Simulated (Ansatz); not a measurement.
# Mg (P6_3/mmc) in Ansatz: a series of runs

Aim: see how the results for Mg move with the level of theory and the settings. Levels: PBE, PBEsol, RPBE. Tasks: single point, relaxation of cell and atoms.

All numbers are computed with Ansatz 0.2.0; they aren't measurements. Logs are shortened: lines on timing, memory, paths and dates and some standing lists are left out, and cuts for length are marked.

## (1) Starting point

Symmetry: P6_3/mmc, No. 194, hexagonal system. The conventional cell has a = 3.209 Å, b = 3.209 Å, c = 5.210 Å, α = 90.00°, β = 90.00°, γ = 120.00°. Mg (site symmetry -6m2) is surrounded by 12 Mg at 3.20 to 3.21 Å.

## (2) Single point, PBE

Contents of input.yaml:

```yaml
crystal:
  lattice:
    - [3.2093, 0.0, 0.0]
    - [-1.60465, 2.7793353284, 0.0]
    - [0.0, 0.0, 5.2103]
  atoms:
    - { symbol: Mg, position: [0.6666666667, 0.3333333333, 0.75] }
    - { symbol: Mg, position: [0.3333333333, 0.6666666667, 0.25] }
hamiltonian:
  xc: pbe
  pseudopotentials: { kind: paw }
kpoints:
  mp_grid: { grid: [10, 10, 5] }
scf:
  occupations: { method: gaussian, width: 0.016 }
output:
  forces: true
  stress: true
  eigenvalues: true
```

Potentials or basis: Ansatz PAW.

Launch:

```bash
$ ansatz run input.yaml --threads 2 --pin off --max-ram 5632MiB --backend cpu --events-out ev --progress --plain --runs-dir out
```

The program printed:

```text
Warning: RAYON_NUM_THREADS=2 ignored (pool sized by the plan → 2); use --threads N
Engine: ansatz 0.2.0, x86_64-unknown-linux-gnu
Pseudopotentials: kind: paw
Pseudopotential: Mg, paw, valence charge 10, recommended cutoff 420 eV (normal), Mg.paw.azcp
Functional definition: PBE
  parameter kappa = 0.804
  parameter beta = 0.06672455060314922
  exchange = pbe_x(kappa = kappa, mu = beta*pi^2/3)
  correlation = pbe_c(beta = beta)
Crystal: 2 atoms, lattice volume = 46.474 Å³
Basis set: ecut = 420 eV, 941 PW (Γ), exchange–correlation on 48×48×72 points (8 copies of the dense FFT grid, shifted against one another)
Bands: 14, of which v1, the nominal top of the filled ones, is band 10 counted from 1 (9 counted from 0)
Symmetry: 24 space group operations
Space group: P63/mmc (ITA 194), of the structure as read, at distance tolerance 3.6e-5 Å
k-points: 42 of 500
Non-local potential: Mg, projectors of the file, l = 0: 3, l = 1: 2, l = 2: 1
PAW form: soft (Blöchl's): semilocal exchange-correlation on the pseudo side does not see the compensation charge
PAW one-centre angular grid: Mg, 110 points (default); XC on 64 Gauss nodes
Initial density: superposition of atomic densities (neutral atoms: chi_scale 0, normalization atom), corrected by the library's trained network
Initial wavefunctions: pseudopotential atomic-orbital guess
Functional: x = pbe(κ = 0.804, μ = 0.2195149727645171), c = pbe(β = 0.06672455060314922)
SCF iter   1: F=—  HF=-3847.592039 eV  |F-HF|=—  |Δ(HF+E_count)|=         —  Δρ=6.42e-4  dr2=1.86e-4  ethr=1.77e-3  ⟨swp⟩=6.0  Hψ=3173  notcnv=0
preconditioner: auto → none  [insulator: Δε(μ)=0.059 eV  Ē_g=6.860 eV  σ=0.016 eV  W_gap=0.79  n_scr=8 (ndim 8)  ℏωp=10.9 eV  f_vac=0.000  D(μ)=3.74/eV (n_scr^D=36)  ε∞_Penn≈3.5]
SCF iter   2: F=—  HF=-3847.591840 eV  |F-HF|=—  |Δ(HF+E_count)|=   2.00e-4  Δρ=3.13e-4  dr2=3.09e-5  ethr=9.28e-7  ⟨swp⟩=2.6  Hψ=1392  notcnv=0
SCF iter   3: F=—  HF=-3847.591878 eV  |F-HF|=—  |Δ(HF+E_count)|=   3.84e-5  Δρ=8.21e-5  dr2=2.13e-6  ethr=1.54e-7  ⟨swp⟩=3.0  Hψ=1011  notcnv=0
SCF iter   4: F=—  HF=-3847.591879 eV  |F-HF|=—  |Δ(HF+E_count)|=   1.27e-6  Δρ=2.33e-5  dr2=1.01e-7  ethr=1.06e-8  ⟨swp⟩=2.0  Hψ=674  notcnv=0
iter 5 did not close the SCF: its close was put off for the readings that it lacked (scf_convergence_deferred on its scf_iter line)
SCF iter   5: F=-3847.591879 eV  HF=-3847.591879 eV  |F-HF|=6.18e-11  |Δ(HF+E_count)|=   2.95e-8  Δρ=1.20e-6  dr2=5.59e-10  ethr=5.03e-10  ⟨swp⟩=2.0  Hψ=1004  notcnv=0
SCF iter   6: F=-3847.591879 eV  HF=-3847.591879 eV  |F-HF|=9.09e-13  |Δ(HF+E_count)|=  1.66e-10  Δρ=4.12e-8  dr2=1.57e-13  ethr=2.80e-12  ⟨swp⟩=1.2  Hψ=1468  notcnv=0
SCF 1 converged in 6 iterations: F = -3847.591879 eV  dr2 = 1.57e-13
SCF converged after 6 iterations
Free energy (F): -3847.591879 eV
Harris-Foulkes:  -3847.591879 eV  (|F-HF|=9.09e-13)
Internal energy: -3847.591402 eV  (E = F + TS)
E sigma→0 (E₀):  -3847.591640 eV
Entropy (-TS):   -0.000478 eV (-0.239 meV/atom)
Fermi energy:    5.541705 eV
--- Per-component energies (eV) ---
  E_band       = -717.142268
  E_kinetic    = 149.503482
  E_local      = -3250.318520  (includes V_loc(G=0)·N_el)
  E_nonlocal   = 191.368563
  E_hartree    = 1161.080625
  E_xc         = -56.720604
  E_vxc        = -73.165779  (∫ρ·V_xc dr)
  E_paw        = -585.113118  (= ΣΔE_a)
  E_vpaw       = -56.691270  (= ΣTr[D̂ρ^β])
  E_aug_tail   = -0.000008  (compensation charges beyond the density's cutoff)
  E_ewald      = -1457.391822
  E_smearing   = -0.000478  (= −TS)
  E_closure    = -0.000000  (closes the sum)
  Σ components = -3847.591879   (vs F -3847.591879, Δ=0.00e0)
--- Forces (eV/Å), atoms counted from 1 ---
  atom   1  Mg    -0.00000000    -0.00000000     0.00000000
  atom   2  Mg    -0.00000000     0.00000000     0.00000000
  max |Σ_I F_I| component: 1.39e-17 eV/Å
--- Stress (GPa, compression-positive) ---
       -0.687710      -0.000000       0.000000
       -0.000000      -0.687710       0.000000
        0.000000       0.000000       0.034139
  P = ⅓ Tr σ = -0.4471 GPa (-4.471 kbar)
--- Band table (eV; the first three rows and the last of 42) ---
  k-point 0: bands = ["-70.4682", "-70.4654", "-37.2346", "-37.2119", "-37.2119", "-37.2073", "-37.2073", "-37.2038", "-1.3276", "3.8964", "4.3075", "16.4089", "16.4089", "16.5072"]
  k-point 1: bands = ["-70.4679", "-70.4656", "-37.2317", "-37.2115", "-37.2115", "-37.2077", "-37.2077", "-37.2067", "-1.1046", "2.1714", "6.4173", "15.2856", "16.5830", "16.5830"]
  k-point 2: bands = ["-70.4672", "-70.4663", "-37.2240", "-37.2145", "-37.2103", "-37.2103", "-37.2089", "-37.2089", "-0.4393", "0.6583", "9.0831", "12.0844", "17.0223", "17.0223"]
  k-point 41: bands = ["-70.4649", "-70.4648", "-37.2311", "-37.2309", "-37.2254", "-37.2230", "-37.2118", "-37.2108", "4.6183", "5.5075", "6.3755", "6.6822", "7.7041", "7.8690"]
```

Run time: 0.86 s. Hardware: 2 threads of Intel Xeon at 2.70GHz, shared host; peak memory 0.31 GiB.

Results:

```yaml
Free_energy: -3847.5919 eV
Pressure: -0.4 GPa
Band_gap_on_the_k_mesh: none (metal or under the smearing width)
```

Stress tensor (GPa, compression positive):
```
-0.69  0.00  0.00
 0.00 -0.69  0.00
 0.00  0.00  0.03
```

Levels at points of the mesh, in eV from the Fermi level:
```
            k point  band 7  band 8  band 9  band 10  band 11  band 12  band 13  band 14
 (0.00, 0.00, 0.00)  -42.75  -42.75   -6.87    -1.65    -1.23    10.87    10.87    10.97
(0.00, -0.50, 0.00)  -42.75  -42.75   -2.11    -2.11     2.66     3.02     3.25     3.66
```

## (3) Relaxation of cell and atoms, PBEsol

input.yaml, as its differences from that of step 2:

```diff
@@ -9,3 +9,3 @@
 hamiltonian:
-  xc: pbe
+  xc: pbesol
   pseudopotentials: { kind: paw }
@@ -14,3 +14,3 @@
 scf:
-  occupations: { method: gaussian, width: 0.016 }
+  occupations: { method: fermi_dirac, width: 0.05 }
 output:
@@ -19 +19,5 @@
   eigenvalues: true
+relax:
+  f_tol: 0.01
+  max_steps: 40
+  cell: { stress_tol: 0.05 }
```

Potentials or basis: Ansatz PAW.

Launch:

```bash
$ ansatz run input.yaml --threads 2 --pin off --max-ram 5632MiB --backend cpu --events-out ev --progress --plain --runs-dir out
```

Run time: 4.7 s. Hardware: 2 threads of Intel Xeon at 2.70GHz, shared host; peak memory 0.33 GiB.

The run converged. Its results:

```
Free energy                            : -3824.1011 eV
Relaxed volume                         : 22.57 Å³/atom
Relaxed cell                           : a = 3.148 Å, b = 3.148 Å, c = 5.260 Å, α = 90.00°, β = 90.00°, γ = 120.00°
Space group after relaxing (to 0.05 Å) : P6_3/mmc (No. 194)
Energy gained by relaxing              : 4.6 meV/atom
Ionic steps                            : 6
Pressure after relaxing                : 0.0 GPa
Band gap on the k mesh                 : none (metal or under the smearing width)
```

The path:
```csv
step,energy change (eV),largest force (eV/Å),volume (Å³)
1,0.0000,0.0000,46.47
2,-0.0071,0.0000,45.38
3,-0.0072,0.0000,44.70
4,-0.0092,0.0000,45.15
5,-0.0092,0.0000,45.15
6,-0.0092,0.0000,45.15
```

Final structure:
```yaml
crystal:
  lattice:
    - [3.14810, 0.00000, 0.00000]
    - [-1.57405, 2.72633, 0.00000]
    - [0.00000, 0.00000, 5.26045]
  atoms:
    - { symbol: Mg, position: [0.66667, 0.33333, 0.75000] }
    - { symbol: Mg, position: [0.33333, 0.66667, 0.25000] }
```

Levels at points of the mesh, in eV from the Fermi level:
```csv
k point,band 6,band 7,band 8,band 9,band 10,band 11,band 12,band 13,band 14
"(0.00, 0.00, 0.00)",-42.60,-42.59,-42.59,-7.05,-1.90,-1.55,11.29,11.29,11.51
"(0.00, -0.50, 0.00)",-42.61,-42.61,-42.60,-2.14,-2.08,2.60,2.92,3.08,3.57
```

Caveat: the plane-wave basis is chosen anew once the cell has moved, so the energies of steps on either side of that aren't comparable; the PAW data sets come from PBE, with cores solved anew for the run's functional, which leaves a small shift of forces and pressure.

## (4) Relaxation of cell and atoms, RPBE

input.yaml, as its differences from that of step 3:

```diff
@@ -9,3 +9,3 @@
 hamiltonian:
-  xc: pbesol
+  xc: rpbe
   pseudopotentials: { kind: paw }
```

Launch:

```bash
$ ansatz run input.yaml --threads 2 --pin off --max-ram 5632MiB --backend cpu --events-out ev --progress --plain --runs-dir out
```

Run time: 5.9 s. Hardware: 2 threads of Intel Xeon at 2.70GHz, shared host; peak memory 0.33 GiB.

Results (log left out):

| Property | Result |
| --- | --- |
| Free energy | -3853.2428 eV |
| Relaxed volume | 23.79 Å³/atom |
| Relaxed cell | a = 3.203 Å, b = 3.203 Å, c = 5.354 Å, α = 90.00°, β = 90.00°, γ = 120.00° |
| Space group after relaxing (to 0.05 Å) | P6_3/mmc (No. 194) |
| Energy gained by relaxing | 3.6 meV/atom |
| Ionic steps | 5 |
| Pressure after relaxing | 0.0 GPa |
| Band gap on the k mesh | none (metal or under the smearing width) |

Step by step:
| step | energy change (eV) | largest force (eV/Å) | volume (Å³) |
| --- | --- | --- | --- |
| 1 | 0.0000 | 0.0000 | 46.47 |
| 2 | -0.0048 | 0.0000 | 47.29 |
| 3 | -0.0071 | 0.0000 | 47.63 |
| 4 | -0.0071 | 0.0000 | 47.58 |
| 5 | -0.0071 | 0.0000 | 47.58 |

Final structure:
```
CELL_PARAMETERS angstrom
3.20314 0.00000 0.00000
-1.60157 2.77400 0.00000
0.00000 0.00000 5.35448
ATOMIC_POSITIONS crystal
Mg 0.66667 0.33333 0.75000
Mg 0.33333 0.66667 0.25000
```

Levels at points of the mesh, in eV from the Fermi level:
| k point | band 8 | band 9 | band 10 | band 11 | band 12 | band 13 |
| --- | --- | --- | --- | --- | --- | --- |
| (0.00, 0.00, 0.00) | -42.82 | -6.83 | -1.83 | -1.53 | 11.00 | 11.00 |
| (0.00, -0.50, 0.00) | -42.83 | -2.07 | -2.03 | 2.53 | 2.87 | 2.97 |

Caveat: the plane-wave basis is chosen anew once the cell has moved, so the energies of steps on either side of that aren't comparable; the PAW data sets come from PBE, with cores solved anew for the run's functional, which leaves a small shift of forces and pressure.

## (5) Overview

```csv
task,level,cell,smearing,gap on the mesh (eV),pressure (GPa),relaxed volume (Å³/atom)
single point,PBE,as given,gaussian 0.016 eV,none,-0.4,-
relaxation of cell and atoms,PBEsol,relaxed,fermi-dirac 0.05 eV,none,0.0,22.57
relaxation of cell and atoms,RPBE,relaxed,fermi-dirac 0.05 eV,none,0.0,23.79
```

Alike in all rows: potentials or basis Ansatz PAW; no spin polarisation; k mesh 10 × 10 × 5; cutoff (eV) 420.

Caveats: the plane-wave basis is chosen anew once the cell has moved, so the energies of steps on either side of that aren't comparable (some runs); the PAW data sets come from PBE, with cores solved anew for the run's functional, which leaves a small shift of forces and pressure (some runs).

Absolute energies hang on the potentials; compare differences alone.
